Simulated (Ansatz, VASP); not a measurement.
## InSe: VASP beside Ansatz

Aim: how closely do two programs agree when they are given the same cell, functional and k mesh? The cell is taken from a series of runs on this material, whose earlier steps may have relaxed, scaled, displaced or heated it; both programs get it as it stands.

Method: plane waves, with VASP 6.6.1 beside it; HSE06, spin-orbit coupling, in Ansatz 0.2.0.

**1. Set-up**

It takes space group R3m (No. 160, trigonal). The conventional cell has a = 4.000 Å, b = 4.000 Å, c = 25.320 Å, α = 90.00°, β = 90.00°, γ = 120.00°. In has 3 Se at 2.64 Å and 1 In at 2.82 Å nearest. Nearest to In lie 3 Se at 2.63 Å and 1 In at 2.82 Å. Se has 3 In at 2.64 Å nearest. Nearest to Se lie 3 In at 2.63 Å. Farther neighbours and most contacts between anions are not listed.

**2. VASP: single point, HSE06, spin-orbit coupling**

With cell and atoms fixed, the geometry can't cause a difference; cores, projectors, grids and the points listed under the comparison can.

Lines of VASP's logs that name or quote its potential files are left out, and so is its time.

The run reads the wave functions of an earlier VASP run, which isn't shown here.

INCAR

```
SYSTEM = InSe
PREC = Accurate
ENCUT = 400
EDIFF = 1E-06
NELM = 100
ISMEAR = -1
SIGMA = 0.02
LREAL = .FALSE.
ALGO = Normal
LHFCALC = .TRUE.
AEXX = 0.25
GGA = PE
HFSCREEN = 0.208
LASPH = .TRUE.
LNONCOLLINEAR = .TRUE.
MAGMOM = 0 0 0 0 0 0 0 0 0 0 0 0
NBANDS = 50
GGA_COMPAT = .FALSE.
LSORBIT = .TRUE.
PRECFOCK = Fast
LORBIT = 11
LWAVE = .FALSE.
LCHARG = .FALSE.
KPAR = 8
NCORE = 2
ISIF = 2
```

POSCAR

```
InSe
1.0
    2.0000000000      1.1547005384      8.4400000000
   -2.0000000000      1.1547005384      8.4400000000
    0.0000000000     -2.3094010768      8.4400000000
In Se
2 2
Direct
    0.0000000000      0.0000000000      0.0000000000
    0.1114000000      0.1114000000      0.1114000000
    0.6165000000      0.6165000000      0.6165000000
    0.8281000000      0.8281000000      0.8281000000
```

KPOINTS

```
Automatic mesh
0
Gamma
4 4 4
0 0 0
```

Potentials, in the order of the species: In_d and Se (PBE family, release 64).

The run is started by

```sh
mpirun -np 16 vasp_ncl
```

Numbers of over 12 decimals in the logs are rounded to 6 here.

The program printed:

```text
[banner, memory and clock lines left out]
running   16 mpi-ranks, on    1 nodes
 distrk:  each k-point on    2 cores,    8 groups
 distr:  one band on    2 cores,    1 groups

 POSCAR found type information on POSCAR InSe
 POSCAR found :  2 types and       4 ions
 LDA part: xc-table for (Slater+PW92), standard interpolation
 found WAVECAR, reading the header
 POSCAR, INCAR and KPOINTS ok, starting setup
 FFT: planning ... GRIDC
 FFT: planning ... GRID_SOFT
 FFT: planning ... GRID
 reading WAVECAR
 the WAVECAR file was read successfully
 initial charge from wavefunction
 entering main loop
       N       E                     dE             d eps       ncg     rms          rms(c)
DAV:   1    -0.172108228881E+02   -0.17211E+02   -0.91192E-01  2632   0.108E+01    0.439E+00
DAV:   2    -0.172266971364E+02   -0.15874E-01   -0.12148E-01  2268   0.236E+00    0.416E+00
DAV:   3    -0.172249248049E+02    0.17723E-02   -0.11468E-02  2870   0.890E-01    0.361E+00
DAV:   4    -0.172245396345E+02    0.38517E-03   -0.15311E-03  2422   0.331E-01    0.227E+00
DAV:   5    -0.172244121427E+02    0.12749E-03   -0.20743E-04  2840   0.151E-01    0.136E+00
DAV:   6    -0.172243478963E+02    0.64246E-04   -0.53541E-05  2758   0.707E-02    0.821E-01
DAV:   7    -0.172243328116E+02    0.15085E-04   -0.26915E-05  2620   0.311E-02    0.498E-01
DAV:   8    -0.172243301669E+02    0.26447E-05   -0.44874E-06  1930   0.129E-02    0.303E-01
DAV:   9    -0.172243305763E+02   -0.40943E-06   -0.13599E-06  1754   0.922E-03
   1 F= -.17224331E+02 E0= -.17224331E+02  d E =-.842552E-11  mag=     0.0000    -0.0000     0.0000
```

From OUTCAR (step 2):

```text
ion  position               nearest neighbor table
   1  0.000  0.000  0.000-   3 2.64   3 2.64   3 2.64   2 2.82
   2  0.111  0.111  0.111-   4 2.63   4 2.63   4 2.63   1 2.82
   3  0.617  0.617  0.617-   1 2.64   1 2.64   1 2.64
   4  0.828  0.828  0.828-   2 2.63   2 2.63   2 2.63

  LATTYP: Found a trigonal (rhomboedric) cell.
 ALAT       =     8.7502533297
 COS(alpha) =     0.8955162542

 Subroutine GETGRP returns: Found  6 space group operations
 (whereof  6 operations were pure point group operations)

The static configuration has the point symmetry C_3v.

 Found     20 irreducible k-points:

   k-points           NKPTS =     20   k-points in BZ     NKDIM =     64   number of bands    NBANDS=     50

   dimension x,y,z NGX =    60 NGY =   60 NGZ =   60
   dimension x,y,z NGXF=   120 NGYF=  120 NGZF=  120

   ENCUT  =  400.0 eV  29.40 Ry    5.42 a.u.  14.27 14.27 14.27*2*pi/ulx,y,z

   NELECT =      38.0000    total number of electrons

 k-points in reciprocal lattice and weights: Automatic mesh
   0.00000000  0.00000000  0.00000000       0.016
   0.25000000 -0.00000000  0.00000000       0.047
  -0.25000000  0.00000000  0.00000000       0.047
   0.50000000 -0.00000000  0.00000000       0.047
   0.25000000  0.25000000  0.00000000       0.047
  -0.25000000 -0.25000000  0.00000000       0.047
   0.50000000  0.25000000  0.00000000       0.094
   0.50000000 -0.25000000  0.00000000       0.094
  -0.25000000  0.25000000  0.00000000       0.094
[...]
-0.25000000  0.50000000  0.25000000       0.094
   0.50000000  0.50000000  0.50000000       0.016

  exchange ACFDT corr.  =         0.00000000  see jH, gK, PRB 81, 115126

 average (electrostatic) potential at core
       1 -91.0341       2 -91.0377       3 -50.3641       4 -50.3713

 E-fermi :   4.1375

 k-point     1 :       0.0000    0.0000    0.0000
  band No.  band energies     occupation
    ...
     34       2.2740      1.00000
     35       2.3760      1.00000
     36       2.3760      1.00000
     37       2.4773      1.00000
     38       2.4773      1.00000
     39       6.1183      0.00000
     40       6.1183      0.00000
     41       6.5422      0.00000
     42       6.5422      0.00000
     43       8.7348      0.00000
    ...

 k-point     2 :       0.2500   -0.0000    0.0000
  band No.  band energies     occupation
    ...
     34       1.5919      1.00000
     35       1.7527      1.00000
     36       1.7643      1.00000
     37       2.6158      1.00000
     38       2.6246      1.00000
     39       6.3943      0.00000
     40       6.4029      0.00000
     41       6.6580      0.00000
     42       6.6605      0.00000
     43       8.4813      0.00000
    ...

 k-point     3 :      -0.2500    0.0000    0.0000
  band No.  band energies     occupation
    ...
     34       1.5919      1.00000
     35       1.7527      1.00000
     36       1.7643      1.00000
     37       2.6158      1.00000
     38       2.6246      1.00000
     39       6.3943      0.00000
     40       6.4029      0.00000
     41       6.6580      0.00000
     42       6.6605      0.00000
     43       8.4813      0.00000
    ...

  Total        1.0815420      1.0815420      0.1348142      0.0000000      0.0000000      0.0000000
  in kB       14.8170212     14.8170212      1.8469421      0.0000000      0.0000000      0.0000000
  external PRESSURE =      10.4936615 kB  Pullay stress =       0.0000000 kB

  energy-cutoff  :      400.00
  volume of cell :      116.95
      direct lattice vectors                 reciprocal lattice vectors
     2.000000000  1.154700538  8.440000000     0.250000000  0.144337567  0.039494471
    -2.000000000  1.154700538  8.440000000    -0.250000000  0.144337567  0.039494471
     0.000000000 -2.309401077  8.440000000     0.000000000 -0.288675135  0.039494471

 POSITION                                       TOTAL-FORCE (eV/Angst)
 -----------------------------------------------------------------------------------
      0.00000      0.00000      0.00000         0.000000     -0.000000      0.157967
      0.00000      0.00000      2.82065         0.000000      0.000000     -0.176106
      0.00000      0.00000     15.60978         0.000000      0.000000      0.065888
      0.00000      0.00000     20.96749         0.000000     -0.000000     -0.047749
 -----------------------------------------------------------------------------------
    total drift:                               -0.000006     -0.000001     -0.000349

  FREE ENERGIE OF THE ION-ELECTRON SYSTEM (eV)
  ---------------------------------------------------
  free  energy   TOTEN  =       -17.2243305763 eV

  energy  without entropy=      -17.2243305763  energy(sigma->0) =      -17.22433058

 Spin-Orbit-Coupling matrix elements
 Ion:    1  E_soc:     -0.0659967
 Ion:    2  E_soc:     -0.0660365
 Ion:    3  E_soc:     -0.0391188
 Ion:    4  E_soc:     -0.0391041

 total charge
# of ion       s       p       d       tot
------------------------------------------
    1        0.868   0.685   9.900  11.453
    2        0.868   0.687   9.900  11.455
    3        1.481   2.399   0.023   3.903
    4        1.480   2.400   0.024   3.904
--------------------------------------------------
tot          4.697   6.171  19.847  30.714

 magnetization (x)
# of ion       s       p       d       tot
------------------------------------------
    1        0.000  -0.000  -0.000  -0.000
    2        0.000   0.000  -0.000  -0.000
    3        0.000   0.000   0.000   0.000
    4        0.000   0.000  -0.000  -0.000
--------------------------------------------------
tot          0.000  -0.000  -0.000  -0.000

 magnetization (y)
# of ion       s       p       d       tot
------------------------------------------
    1        0.000   0.000   0.000   0.000
    2        0.000   0.000   0.000   0.000
    3        0.000   0.000   0.000   0.000
    4       -0.000   0.000   0.000  -0.000
--------------------------------------------------
tot         -0.000   0.000   0.000  -0.000

 magnetization (z)
# of ion       s       p       d       tot
------------------------------------------
    1        0.000   0.000   0.000   0.000
    2        0.000   0.000   0.000   0.000
    3        0.000   0.000   0.000   0.000
    4        0.000   0.000   0.000   0.000
--------------------------------------------------
tot          0.000   0.000   0.000   0.000

[... 3 further parts left out ...]
```

The run ends at a pressure of 1.05 GPa, with forces up to 0.18 eV/Å.

(Part 1 of 2 ends here.)

[Lines on the potential files, build, host, timing and source positions are cut from VASP's logs without a mark.]

[Logs are printed without paths, hosts, clocks, repeated set-up lines and the standing remarks that a program may print on its own settings, such as how far it seeks lower states.]

[Hosts, paths, dates, database ids (printed as entryN), source tags and the programs' standing remarks are cut or masked in the printed files.]
